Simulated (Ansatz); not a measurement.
**Epitaxial strain in Si7Ge: moduli and critical thickness**

These are results of DFT PBEsol, scalar-relativistic, plane waves, PAW in Ansatz 0.2.0, not measurements. Run with 420 eV cutoff, 8×8×8 k-mesh, Gaussian smearing of 0.01 eV, no spin polarisation.

Starting point, cell and atoms relaxed:

```yaml
crystal:
  lattice:
    - [5.45918, 0.00000, 0.00000]
    - [0.00000, 5.45918, 0.00000]
    - [0.00000, 0.00000, 5.45918]
  atoms:
    - { symbol: Si, position: [0.25260, 0.25260, 0.25260] }
    - { symbol: Si, position: [0.00000, 0.50000, 0.50000] }
    - { symbol: Si, position: [0.50000, 0.50000, 0.00000] }
    - { symbol: Si, position: [0.50000, 0.00000, 0.50000] }
    - { symbol: Si, position: [0.74740, 0.25260, 0.74740] }
    - { symbol: Si, position: [0.74740, 0.74740, 0.25260] }
    - { symbol: Si, position: [0.25260, 0.74740, 0.74740] }
    - { symbol: Ge, position: [0.00000, 0.00000, 0.00000] }
```

The a-b plane is strained alike in both directions, as on a substrate, while c and the atoms relax within the symmetry that the strain leaves. Stress is positive in compression; energies are free energies at the smearing used, per atom.

| strain (%) | c (Å) | σ in plane (GPa) | ΔE (meV/atom) |
| --- | --- | --- | --- |
| -4.0 | 5.6313 | 7.33 | 35.96 |
| -2.0 | 5.5447 | 3.50 | 8.67 |
| +0.0 | 5.4592 | 0.00 | 0.00 |
| +2.0 | 5.3716 | -3.08 | 8.02 |
| +4.0 | 5.2809 | -5.76 | 30.74 |

Problem. Get the biaxial modulus twice, from the stresses and from the energies of the innermost pair.

Solution. From stress: M = −Δσ/Δε = (3.50 − (-3.08)) / 0.040 = 165 GPa. Two in-plane directions each store σε/2, so the energy density is Mε²: M = (mean ΔE)/(V ε²) = 8.35 meV / (20.337 Å³ × 0.020²) × 0.16022 GPa Å³/meV = 164 GPa. The two agree.

Problem. How well does Mε², with M from the stresses, predict the outermost points?

Solution. 33.4 meV predicted against 36.0 computed at -4.0 %; 33.4 meV predicted against 30.7 computed at +4.0 %. Compression costs more than stretching, the usual sign of bonds that stiffen as they shorten.

Problem. How does c respond, and up to what thickness can a film with 1 % or 2 % misfit stay coherent on a thick substrate?

Solution. c answers with ε_c = −0.79 ε. In an isotropic solid that ratio is 2ν/(1 − ν), so ν = r/(2 + r) = 0.28. A film of thickness h stores Mε²h per area, 16.5 mJ/m² per nm at 1 %. The Matthews–Blakeslee balance for pure edge misfit dislocations, h = b/(8πf(1 + ν)) × (ln(h/b) + 1), with b taken as the in-plane vector a = 5.46 Å, solved by iteration, gives 5.6 nm at f = 1 % and 1.9 nm at 2 %. This is an isotropic estimate in which the moduli cancel; the real Burgers vector, glide system, anisotropy and slow kinetics can shift it by a factor of a few, mostly upward.

Cost: 5 runs of about 11 core-minutes in all, on Arm Neoverse V1 (shared hosts).